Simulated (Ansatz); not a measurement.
## SrTiO₃: strain energy, fitted

SrTiO₃, Pm-3m, a = 3.947 Å. The structure is a Materials Project entry; whether it is the stable form wasn't checked. Ansatz: PBE+U, PAW, 420 eV, Γ-centred 8×8×8 mesh on 5 atoms, Gaussian smearing 0.02 eV; U_eff Ti 4.00 eV; no spin polarisation. Series: biaxial strain in the a-b plane, c and atoms relaxed; x is the strain in per cent. y is the free energy over the unstrained cell, V0 = 12.299 Å³/atom.

```
x (%) y (meV/atom)
 -4.5             ?
 -3.0         26.32
 -1.5          6.23
  0.0          0.00
  1.5          5.61
  3.0         21.50
  4.5         46.26
```

**Question.** Fit y = c2 x² + c3 x³ to the other rows, turn c2 into a modulus, and predict the missing energy.

**Answer.** Least squares on the rows shown. y = 2.6634 x² − 0.084984 x³. In eV per unit strain² c2 is 26.63; M is the biaxial modulus (E = M V0 ε²): 26.63 × 160.2 / (12.299) = 347 GPa. At x = -4.5 the fit asked for gives 61.68 meV/atom. The run gave 62.61 meV/atom, so the fit is 0.93 meV/atom too low, 1.5 % of the span of the series, against an rms of 0.10 meV/atom on the fitted rows. The row lies outside the fitted range. With a term in x⁴ added, a fit to the same known rows predicts 62.56 meV/atom, so most of the miss is curvature that the known rows already hold.

Symmetry holds off the tilts and polar distortions that many cubic perovskites undergo.